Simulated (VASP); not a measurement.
# Cu (Fm-3m) in VASP: elastic constants with r2SCAN

Aim: the elastic constants of Cu with r2SCAN.

Everything below comes from runs of VASP 6.6.1. Logs are shortened: lines on timing, memory, paths and dates and some standing lists are left out, and cuts for length are marked.

## 1. Starting point

It takes space group Fm-3m (No. 225, cubic). Conventional cell: a = 3.582 Å, b = 3.582 Å, c = 3.582 Å, α = 90.00°, β = 90.00°, γ = 90.00°. Around Cu (site symmetry m-3m) lie 12 Cu at 2.53 Å.

The cell was built by a generator and needn't be a form met in nature.

## 2. Elastic constants, r2SCAN

POSCAR

```
Cu
1.0
   -0.0000000000      1.7908266042      1.7908266042
    1.7908266042      0.0000000000      1.7908266042
    1.7908266042      1.7908266042     -0.0000000000
  Cu
     1
Direct
     0.0000000000000000    0.0000000000000000    0.0000000000000000
```

INCAR.step1

```
ALGO = Normal ; EDIFF = 1E-8
EDIFFG = -0.002 ; ENCUT = 600
IBRION = 2 ; ISIF = 3
ISMEAR = 1 ; KPAR = 8
LASPH = T ; LCHARG = F
LMIXTAU = T ; LREAL = F
LWAVE = F ; METAGGA = R2SCAN
NELM = 80 ; NSW = 40
PREC = Accurate ; SIGMA = 0.2
```

INCAR.step2

```
ALGO = Normal ; EDIFF = 1E-8
ENCUT = 600 ; IBRION = 6
ISIF = 3 ; ISMEAR = 1
KPAR = 8 ; LASPH = T
LCHARG = F ; LMIXTAU = T
LREAL = F ; LWAVE = F
METAGGA = R2SCAN ; NELM = 80
NFREE = 2 ; NSW = 1
POTIM = 0.015 ; PREC = Accurate
SIGMA = 0.2
```

KPOINTS

```
k-points
0
Gamma
  32 32 32
```

Potentials or basis: VASP PAW PBE potentials, release 64 (Cu).

Command:

```bash
> cat potpaw_PBE.64/Cu/POTCAR > POTCAR
> cp INCAR.step1 INCAR
> mpirun -np 8 vasp_std > vasp.out
> cp CONTCAR POSCAR
> cp INCAR.step2 INCAR
> mpirun -np 8 vasp_std > vasp.out
```

OUTCAR:

```text
EDIFF = 1E-8
   ENCUT = 600
   IBRION = 6
   ISIF = 3
   ISMEAR = 1
   LASPH = T
   LREAL = F
   METAGGA = R2SCAN
   NELM = 80
   NFREE = 2
   NSW = 1
   POTIM = 0.015
   PREC = Accurate

 ion  position               nearest neighbor table
   1  0.000  0.000  0.000-

  LATTYP: Found a face centered cubic cell.
 ALAT       =     3.5810078044

  Lattice vectors:

 A1 = (   0.0000000000,   1.7905039022,   1.7905039022)
 A2 = (   1.7905039022,   0.0000000000,   1.7905039022)
 A3 = (   1.7905039022,   1.7905039022,   0.0000000000)

Analysis of symmetry for initial positions (statically):
=====================================================================
 Subroutine PRICEL returns:
 Original cell was already a primitive cell.

 Routine SETGRP: Setting up the symmetry group for a
 face centered cubic supercell.

 Subroutine GETGRP returns: Found 48 space group operations
 (whereof 48 operations were pure point group operations)
 out of a pool of 48 trial point group operations.

The static configuration has the point symmetry O_h .

Analysis of symmetry for dynamics (positions and initial velocities):
=====================================================================
 Subroutine PRICEL returns:
 Original cell was already a primitive cell.

 Routine SETGRP: Setting up the symmetry group for a
 face centered cubic supercell.

 Subroutine GETGRP returns: Found 48 space group operations
 (whereof 48 operations were pure point group operations)
 out of a pool of 48 trial point group operations.

The dynamic configuration has the point symmetry O_h .

 Subroutine INISYM returns: Found 48 space group operations
 (whereof 48 operations are pure point group operations),
 and found     1 'primitive' translations

----------------------------------------------------------------------------------------

                                     Primitive cell

  volume of cell :      11.4804

  direct lattice vectors                    reciprocal lattice vectors
     0.000000000  1.790503902  1.790503902    -0.279250997  0.279250997  0.279250997
     1.790503902  0.000000000  1.790503902     0.279250997 -0.279250997  0.279250997
     1.790503902  1.790503902  0.000000000     0.279250997  0.279250997 -0.279250997

  length of vectors
     2.532154902  2.532154902  2.532154902     0.483676915  0.483676915  0.483676915

  position of ions in fractional coordinates (direct lattice)
     0.000000000  0.000000000  0.000000000

  ion indices of the primitive-cell ions
   primitive index   ion index
                 1           1

----------------------------------------------------------------------------------------

 KPOINTS: k-points

Automatic generation of k-mesh.
 Grid dimensions read from file:
 generate k-points for:   32   32   32

 Generating k-lattice:

  Cartesian coordinates                     Fractional coordinates (reciprocal lattice)
    -0.008726594  0.008726594  0.008726594     0.031250000  0.000000000  0.000000000
     0.008726594 -0.008726594  0.008726594     0.000000000  0.031250000  0.000000000
     0.008726594  0.008726594 -0.008726594     0.000000000  0.000000000  0.031250000

  Length of vectors
     0.015114904  0.015114904  0.015114904

  Shift w.r.t. Gamma in fractional coordinates (k-lattice)
     0.000000000  0.000000000  0.000000000

 Subroutine IBZKPT returns following result:
[... 89 lines left out ...]

 number of electron      11.0000011 magnetization

 Free energy of the ion-electron system (eV)
  ---------------------------------------------------
  ext. energy  EPLUGINS =         0.00000000
  ---------------------------------------------------
  free energy    TOTEN  =       -10.82703615 eV

  energy without entropy =      -10.82745484  energy(sigma->0) =      -10.82717571

------------------------ aborting loop because EDIFF is reached ----------------------------------------

  FORCE on cell =-STRESS in cart. coord.  units (eV):
  Direction    XX          YY          ZZ          XY          YZ          ZX
  --------------------------------------------------------------------------------------
  -------------------------------------------------------------------------------------
  Total       -0.0001386     -0.0001386     -0.0001386      0.0000000      0.0000000      0.0000000
  in kB       -0.0193485     -0.0193485     -0.0193485      0.0000000      0.0000000      0.0000000
  external PRESSURE =      -0.0193485 kB  Pullay stress =       0.0000000 kB
[... 86 lines left out ...]
  FREE ENERGIE OF THE ION-ELECTRON SYSTEM (eV)
  ---------------------------------------------------
  free  energy   TOTEN  =       -10.8253132463 eV

  energy  without entropy=      -10.8256860908  energy(sigma->0) =      -10.82543753

[... ionic steps 4 to 12 ...]

--------------------------------------- Ionic step       13  -------------------------------------------

 number of electron      11.0000010 magnetization

------------------------ aborting loop because EDIFF is reached ----------------------------------------
[... 65 lines left out ...]
--------------------------------------- Ionic step       15  -------------------------------------------

 number of electron      11.0000007 magnetization

 Free energy of the ion-electron system (eV)
  ---------------------------------------------------
  ext. energy  EPLUGINS =         0.00000000
  ---------------------------------------------------
  free energy    TOTEN  =       -10.82706923 eV

  energy without entropy =      -10.82748789  energy(sigma->0) =      -10.82720879

 E-fermi :   7.7811     XC(G=0): -13.9363

 val. band max:        7.7781786318   @ k =   0.4688   0.3125   0.0312
 cond. band min:       7.8450176555   @ k =  -0.3750   0.1562   0.0312
 fundamental gap:      0.0668390236
 Fermi energy:         7.7811406350

 k-point     1 :       0.0000    0.0000    0.0000
  band No.  band energies     occupation
      1      -2.1432      2.00000
      2       4.5234      2.00000
      3       4.5235      2.00000
      4       4.5235      2.00000
      5       5.3761      2.00000
      6       5.3762      2.00000
      7      31.3680      0.00000
      8      34.6283      0.00000
      9      34.6285      0.00000
[... 265 lines left out ...]
 k-point    24 :       0.2188    0.0312    0.0000
  band No.  band energies     occupation
      1      -0.5061      2.00000
      2       4.2553      2.00000
      3       4.6975      2.00000
      4       4.7023      2.00000
      5       5.3337      2.00000
      6       5.4464      2.00000
      7      23.1778      0.00000
      8      31.2171      0.00000
      9      31.3566      0.00000

 [... further k-points ...]
[... 5 lines left out ...]
  --------------------------------------------------------------------------------------
  -------------------------------------------------------------------------------------
  Total        0.0010591      0.0010591      0.0010591      0.0000000     -0.0000000      0.0000000
  in kB        0.1478016      0.1478016      0.1478016      0.0000000     -0.0000000      0.0000000
  external PRESSURE =       0.1478016 kB  Pullay stress =       0.0000000 kB
[... 16 lines left out ...]
  FREE ENERGIE OF THE ION-ELECTRON SYSTEM (eV)
  ---------------------------------------------------
  free  energy   TOTEN  =       -10.8270692345 eV

  energy  without entropy=      -10.8274878914  energy(sigma->0) =      -10.82720879

 INTERNAL STRAIN TENSORS FROM STRAINED CELLS
 ============================================

 INTERNAL STRAIN TENSOR FOR ION    1 for displacements in x,y,z  (eV/Angst):
          X           Y           Z          XY          YZ          ZX
  --------------------------------------------------------------------------------
  x     0.00000     0.00000     0.00000     0.00000    -0.00000    -0.00000
  y     0.00000     0.00000     0.00000     0.00000     0.00000    -0.00000
  z    -0.00000     0.00000     0.00000     0.00000    -0.00000     0.00000

 INTERNAL STRAIN TENSORS FROM DISPLACED ATOMS
 ============================================

 INTERNAL STRAIN TENSOR FOR ION    1 for displacements in x,y,z  (eV/Angst):
          X           Y           Z          XY          YZ          ZX
  --------------------------------------------------------------------------------
  x     0.00000     0.00000     0.00000     0.00000     0.00000     0.00000
  y     0.00000     0.00000     0.00000     0.00000     0.00000     0.00000
  z     0.00000     0.00000     0.00000     0.00000     0.00000     0.00000

 Eigenvectors and eigenvalues of the dynamical matrix
 ----------------------------------------------------

   1 f/i=    0.000000 THz     0.000000 2PiTHz    0.000000 cm-1     0.000000 meV
             X         Y         Z           dx          dy          dz
      0.000000  0.000000  0.000000     0.514496   -0.857493    0.000000

   2 f/i=    0.000000 THz     0.000000 2PiTHz    0.000000 cm-1     0.000000 meV
             X         Y         Z           dx          dy          dz
      0.000000  0.000000  0.000000    -0.857493   -0.514496    0.000000

   3 f/i=    0.000000 THz     0.000000 2PiTHz    0.000000 cm-1     0.000000 meV
             X         Y         Z           dx          dy          dz
      0.000000  0.000000  0.000000     0.000000    0.000000    1.000000

--------------------------------------------------------------------------------------------------------

 ELASTIC MODULI CONTR FROM IONIC RELAXATION (kBar)
 Direction    XX          YY          ZZ          XY          YZ          ZX
 --------------------------------------------------------------------------------
 XX           0.0000      0.0000      0.0000      0.0000      0.0000      0.0000
 YY           0.0000      0.0000      0.0000      0.0000      0.0000      0.0000
 ZZ           0.0000      0.0000      0.0000      0.0000      0.0000      0.0000
 XY           0.0000      0.0000      0.0000      0.0000      0.0000      0.0000
 YZ           0.0000      0.0000      0.0000      0.0000      0.0000      0.0000
 ZX           0.0000      0.0000      0.0000      0.0000      0.0000      0.0000
 --------------------------------------------------------------------------------

 TOTAL ELASTIC MODULI (kBar)
 Direction    XX          YY          ZZ          XY          YZ          ZX
 --------------------------------------------------------------------------------
 XX        1996.9003   1387.6652   1387.6652     -0.0000      0.0000      0.0000
 YY        1387.6652   1996.9003   1387.6652      0.0000      0.0000      0.0000
 ZZ        1387.6652   1387.6652   1996.9003      0.0000     -0.0000      0.0000
 XY          -0.0000      0.0000      0.0000    928.2289      0.0000     -0.0000
 YZ           0.0000      0.0000     -0.0000      0.0000    928.2289      0.0000
 ZX           0.0000      0.0000      0.0000     -0.0000      0.0000    928.2289
 --------------------------------------------------------------------------------
```

Run time: 43 min. Hardware: 8 MPI ranks of AMD EPYC 9R45 (Zen 5), shared host; peak memory 1.8 GiB.

What came out:

```yaml
Relaxed_volume: 11.48 Å³/atom
Relaxed_cell: a = 2.532 Å, b = 2.532 Å, c = 2.532 Å, α = 60.00°, β = 60.00°, γ = 60.00°
Space_group_after_relaxing_to_0.05_Å: Fm-3m (No. 225)
Elastic_constants_C11_C12_C44: 200, 139, 93 GPa
Voigt_bulk_modulus: 159 GPa
```

Final structure:
```
Cu
1.0
     0.00000    1.79050    1.79050
     1.79050    0.00000    1.79050
     1.79050    1.79050    0.00000
Cu
1
Direct
  0.00000 0.00000 0.00000
```

Elastic tensor in Voigt notation (GPa, in the Cartesian axes of the cell as first typed):
```
200 139 139   0   0   0
139 200 139   0   0   0
139 139 200   0   0   0
  0   0   0  93   0   0
  0   0   0   0  93   0
  0   0   0   0   0  93
```

Clamped-ion elastic tensor (GPa):
```
200 139 139   0   0   0
139 200 139   0   0   0
139 139 200   0   0   0
  0   0   0  93   0   0
  0   0   0   0  93   0
  0   0   0   0   0  93
```

Caveat: the PAW data sets were made with another functional, which shifts forces and pressure a little.
